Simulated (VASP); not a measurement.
# SrTiO3 in VASP: one cell, several levels of theory, part 2 of 2

VASP 6.6.1, plane waves, PAW.

## 3. r2SCAN

Input file INCAR:

```
ENCUT = 520.000000
SIGMA = 0.010000
EDIFF = 1.00e-07
ALGO = Normal
METAGGA = R2SCAN
PREC = Accurate
IBRION = -1
ISIF = 2
ISMEAR = 0
NBANDS = 28
NELM = 120
NSW = 0
LASPH = .TRUE.
LCHARG = .FALSE.
LWAVE = .FALSE.
LREAL = .FALSE.
```

Input file KPOINTS:

```
KPOINTS created by Atomic Simulation Environment
0
Gamma
6 6 6
0 0 0
```

Input file KPOINTS_OPT:

```
special points
4
Reciprocal
0.0000000000 0.0000000000 0.0000000000 1
0.0000000000 0.5000000000 0.0000000000 1
0.5000000000 0.5000000000 0.0000000000 1
0.5000000000 0.5000000000 0.5000000000 1
```

Input file POSCAR:

```
Sr Ti O
 1.0000000000000000
     3.8677829865000000    0.0000000000000000    0.0000000000000000
     0.0000000000000000    3.8677829865000000    0.0000000000000000
     0.0000000000000000    0.0000000000000000    3.8677829865000000
 Sr  Ti  O
   1   1   3
Cartesian
  0.0000000000000000  0.0000000000000000  0.0000000000000000
  1.9338914932500004  1.9338914932500004  1.9338914932500004
  1.9338914932500004  1.9338914932500004  0.0000000000000000
  1.9338914932500004  0.0000000000000000  1.9338914932500004
  0.0000000000000000  1.9338914932500004  1.9338914932500004
```

Run with:

```console
> mpirun -np 1 vasp_std
```

Printed to the terminal (iteration lines stand in OSZICAR):

```text
POSCAR found type information on POSCAR SrTiO
 POSCAR found :  3 types and       5 ions
 -----------------------------------------------------------------------------
|                                                                             |
|                                                                             |
|     You enforced a specific xc type in the INCAR file but a different       |
|     I HOPE YOU KNOW WHAT YOU ARE DOING!                                     |
|                                                                             |
 -----------------------------------------------------------------------------

 LDA part: xc-table for (None), standard interpolation
 POSCAR, INCAR and KPOINTS ok, starting setup
 FFT: planning ... GRIDC
 FFT: planning ... GRID_SOFT
 FFT: planning ... GRID
 WAVECAR not read
 entering main loop
 Start KPOINTS_OPT (optional k-point list driver)
k-point batch [1-4\4]
```

OSZICAR:

```text
N       E                     dE             d eps       ncg     rms          rms(c)
DAV:   1     0.408977470410E+03    0.40898E+03   -0.21867E+04  1120   0.163E+03
DAV:   2    -0.393860016719E+02   -0.44836E+03   -0.42944E+03  1288   0.456E+02
DAV:   3    -0.836166553244E+02   -0.44231E+02   -0.43941E+02  1588   0.137E+02
DAV:   4    -0.860012318516E+02   -0.23846E+01   -0.23780E+01  1700   0.263E+01
DAV:   5    -0.860536843442E+02   -0.52452E-01   -0.52433E-01  1600   0.349E+00    0.279E+01
DAV:   6    -0.626064791702E+02    0.23447E+02   -0.34982E+01  1568   0.677E+01    0.130E+01
DAV:   7    -0.632050785272E+02   -0.59860E+00   -0.40071E+00  1340   0.114E+01    0.826E+00
DAV:   8    -0.632875338102E+02   -0.82455E-01   -0.57608E-01  1316   0.512E+00    0.148E+00
DAV:   9    -0.632823061789E+02    0.52276E-02   -0.15506E-01  1732   0.285E+00    0.796E-01
DAV:  10    -0.632900660850E+02   -0.77599E-02   -0.58775E-02  1368   0.311E+00    0.708E-01
DAV:  11    -0.632828659485E+02    0.72001E-02   -0.31274E-02  1576   0.182E+00    0.135E-01
DAV:  12    -0.632826985702E+02    0.16738E-03   -0.19295E-03  1368   0.378E-01    0.964E-02
DAV:  13    -0.632826828290E+02    0.15741E-04   -0.36338E-04  1444   0.202E-01    0.451E-02
DAV:  14    -0.632826713047E+02    0.11524E-04   -0.57661E-05  1560   0.691E-02    0.847E-03
DAV:  15    -0.632826736043E+02   -0.22997E-05   -0.82111E-06  1428   0.216E-02    0.935E-03
DAV:  16    -0.632826720245E+02    0.15798E-05   -0.10223E-05  1664   0.240E-02    0.333E-03
DAV:  17    -0.632826719036E+02    0.12090E-06   -0.69814E-07  1400   0.704E-03    0.709E-04
DAV:  18    -0.632826719394E+02   -0.35781E-07   -0.26266E-08   748   0.139E-03
   1 F= -.63282672E+02 E0= -.63282672E+02  d E =-.422818E-58
       N       E                     dE             ncg
DAV:   1     0.124007610515E+04   -0.37125E+04      224
DAV:   2    -0.397985246842E+03   -0.16381E+04      244
DAV:   3    -0.576725246441E+03   -0.17874E+03      324
DAV:   4    -0.583901370237E+03   -0.71761E+01      296
DAV:   5    -0.584148761674E+03   -0.24739E+00      304
DAV:   6    -0.584151549972E+03   -0.27883E-02      284
DAV:   7    -0.584151612868E+03   -0.62896E-04      308
DAV:   8    -0.584151614138E+03   -0.12709E-05      280
DAV:   9    -0.584151614158E+03   -0.19633E-07      168
```

Parts of OUTCAR:

```text
k-points           NKPTS =     20   k-points in BZ     NKDIM =     20   number of bands    NBANDS=     28

   NELECT =      40.0000    total number of electrons

   dimension x,y,z NGX =    30 NGY =   30 NGZ =   30
   dimension x,y,z NGXF=    60 NGYF=   60 NGZF=   60

  energy-cutoff  :      520.00
  volume of cell :       57.86
      direct lattice vectors                 reciprocal lattice vectors
     3.867782986  0.000000000  0.000000000     0.258546047  0.000000000  0.000000000
     0.000000000  3.867782986  0.000000000     0.000000000  0.258546047  0.000000000
     0.000000000  0.000000000  3.867782986     0.000000000  0.000000000  0.258546047

 k-points in reciprocal lattice and weights: KPOINTS created by Atomic Simulation Env
   0.00000000  0.00000000  0.00000000       0.005
   0.16666667  0.00000000  0.00000000       0.028
   0.33333333  0.00000000  0.00000000       0.028
   0.50000000  0.00000000  0.00000000       0.014
   0.16666667  0.16666667  0.00000000       0.056
   0.33333333  0.16666667  0.00000000       0.111
   0.50000000  0.16666667  0.00000000       0.056
   0.33333333  0.33333333  0.00000000       0.056
[... 12 more k-points ...]

 E-fermi :   4.1992

 k-point     1 :       0.0000    0.0000    0.0000
  band No.  band energies     occupation
      1     -54.4525      2.00000
      2     -29.6948      2.00000
      3     -29.6711      2.00000
      4     -29.6711      2.00000
      5     -29.6711      2.00000
      6     -14.4352      2.00000
      7     -13.4746      2.00000
      8     -13.4746      2.00000
      9     -11.0803      2.00000
     10     -11.0803      2.00000
     11     -11.0803      2.00000
     12       1.1615      2.00000
     13       1.1615      2.00000
     14       1.1615      2.00000
     15       2.8237      2.00000
     16       2.8237      2.00000
     17       2.8237      2.00000
     18       3.7219      2.00000
     19       3.7219      2.00000
     20       3.7219      2.00000
     21       6.4261      0.00000
     22       6.4261      0.00000
     23       6.4261      0.00000
     24       8.9017      0.00000
     25       8.9018      0.00000
     26      10.0950      0.00000
     27      10.0950      0.00000
     28      11.4417      0.00000

 k-point     2 :       0.1667    0.0000    0.0000
  band No.  band energies     occupation
      1     -54.4520      2.00000
      2     -29.7558      2.00000
      3     -29.6703      2.00000
      4     -29.6703      2.00000
      5     -29.6262      2.00000
      6     -14.4403      2.00000
      7     -13.4646      2.00000
      8     -13.4419      2.00000
      9     -11.0672      2.00000
     10     -11.0672      2.00000
     11     -10.9258      2.00000
     12       0.7878      2.00000
     13       1.1415      2.00000
     14       1.1415      2.00000
     15       2.4941      2.00000
     16       2.4941      2.00000
     17       2.5889      2.00000
     18       2.9434      2.00000
     19       3.5693      2.00000
     20       3.5693      2.00000
     21       6.4689      0.00000
     22       7.0064      0.00000
     23       7.0064      0.00000
     24       8.9111      0.00000
     25       9.7065      0.00000
     26      10.5681      0.00000
     27      10.5858      0.00000
     28      12.0943      0.00000

 k-point     3 :       0.3333    0.0000    0.0000
  band No.  band energies     occupation
      1     -54.4509      2.00000
      2     -29.8231      2.00000
      3     -29.6685      2.00000
      4     -29.6685      2.00000
      5     -29.5904      2.00000
      6     -14.5450      2.00000
      7     -13.4437      2.00000
      8     -13.2223      2.00000
      9     -11.0407      2.00000
     10     -11.0407      2.00000
     11     -10.6549      2.00000
     12      -0.0296      2.00000
     13       1.1171      2.00000
     14       1.1171      2.00000
     15       1.9154      2.00000
     16       1.9197      2.00000
     17       1.9197      2.00000
     18       2.1762      2.00000
     19       3.3888      2.00000
     20       3.3888      2.00000
     21       6.5575      0.00000
     22       7.9815      0.00000
     23       7.9815      0.00000
     24       8.9214      0.00000
     25      10.8653      0.00000
     26      11.5818      0.00000
     27      11.6714      0.00000
     28      12.9776      0.00000

[... the tables of k-points 4 to 20 left out ...]

  Total        2.5784734      2.5784734      2.5784734      0.0000000      0.0000000     -0.0000000
  in kB       71.3981480     71.3981480     71.3981480      0.0000000      0.0000000     -0.0000000
  external PRESSURE =      71.3981480 kB  Pullay stress =       0.0000000 kB

 POSITION                                       TOTAL-FORCE (eV/Angst)
 -----------------------------------------------------------------------------------
      0.00000      0.00000      0.00000         0.000000      0.000000      0.000000
      1.93389      1.93389      1.93389         0.000000      0.000000      0.000000
      1.93389      1.93389      0.00000         0.000000      0.000000      0.000000
      1.93389      0.00000      1.93389         0.000000      0.000000      0.000000
      0.00000      1.93389      1.93389         0.000000      0.000000      0.000000
 -----------------------------------------------------------------------------------
    total drift:                                0.000000      0.000000     -0.000000

  FREE ENERGIE OF THE ION-ELECTRON SYSTEM (eV)
  ---------------------------------------------------
  free  energy   TOTEN  =       -63.2826719394 eV

  energy  without entropy=      -63.2826719394  energy(sigma->0) =      -63.28267194
```

Hardware: 1 MPI rank of Intel Xeon Platinum 8488C, shared host.

The levels at the points of KPOINTS_OPT are read from vasprun.xml.

Near the gap, in eV above the top of the last filled band v; c is the band after it:

```tsv
point	v−1	v	c	c+1
Γ	-0.37	-0.37	2.34	2.34
X	-0.77	-0.77	2.52	4.34
M	-1.64	-0.10	4.35	4.35
R	0.00	0.00	5.08	5.08
```

The r2SCAN gap is 2.34 eV and indirect (R to Γ), with 2.70 eV as the least direct one. The pressure is 7.14 GPa; the forces vanish within 0.01 eV/Å.

## 4. Summary

What follows sums up all 2 parts.

| level | gap (eV) | pressure (GPa) | Ansatz: gap (eV) | Ansatz: pressure (GPa) |
| --- | --- | --- | --- | --- |
| PBE | 1.91 | 10.80 | 1.94 | 10.10 |
| r2SCAN | 2.34 | 7.14 | 2.33 | 6.11 |

**Reading.** The gap spans 1.91 eV (PBE) to 2.34 eV (r2SCAN). At this one volume the pressure spans 7.1 GPa (r2SCAN) to 10.8 GPa (PBE): PBE wants the largest cell and r2SCAN the smallest. The two programs agree on the gap within 0.04 eV, far less than the spread between functionals. Datasets and cutoffs are each program's own.
